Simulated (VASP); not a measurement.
**AlP: single point with PBE**

**Measured values to compare with.**

From a printed reference work, data compilation, for a bulk crystal of AlP at 4.2 K: band gap 2.505 eV (indirect).

AlP:

```
CELL_PARAMETERS angstrom
0.00000 2.72550 2.72550
2.72550 0.00000 2.72550
2.72550 2.72550 0.00000
ATOMIC_POSITIONS crystal
Al 0.00000 0.00000 0.00000
P 0.25000 0.25000 0.25000
```

```yaml
Program: VASP 6.6.1
Task: single point
Functional: PBE
Potentials_or_basis: VASP PAW PBE potentials, release 64 (Al, P)
Cutoff: 520 eV
k_mesh: 8 × 8 × 8
Occupations: gaussian, width 0.02 eV
Spin: no spin polarisation
Further_INCAR_settings: ALGO = Normal; EDIFF = 1e-07; NBANDS = 11
```

| Item | Value |
| --- | --- |
| Pressure | 2.6 GPa |
| Band gap on the k mesh | 1.57 eV, indirect (least direct gap 3.35 eV) |

Levels at points of the mesh, in eV from the valence-band top:
```
           k point  band 2  band 3  band 4  band 5  band 6  band 7
(0.00, 0.00, 0.00)    0.00    0.00    0.00    3.35    4.57    4.57
(0.50, 0.00, 0.00)   -5.55   -0.77   -0.77    2.83    4.82    4.82
(0.50, 0.50, 0.00)   -5.32   -2.11   -2.11    1.57    2.47   11.12
```

It took 11 s on 1 thread of Intel(R) Xeon(R) Platinum 8375C CPU @ 2.90GHz (Ice Lake), on a shared host, peak memory 0.16 GiB.

Measured gap of AlP: 2.505 eV (indirect; 4.2 K; a printed reference work, data compilation). This calculation gives 1.57 eV (-0.94 eV). The value is that of PBE on a finite k mesh, which can miss the band edges, without temperature or zero-point motion. Semilocal functionals fall short of measured gaps as a rule.
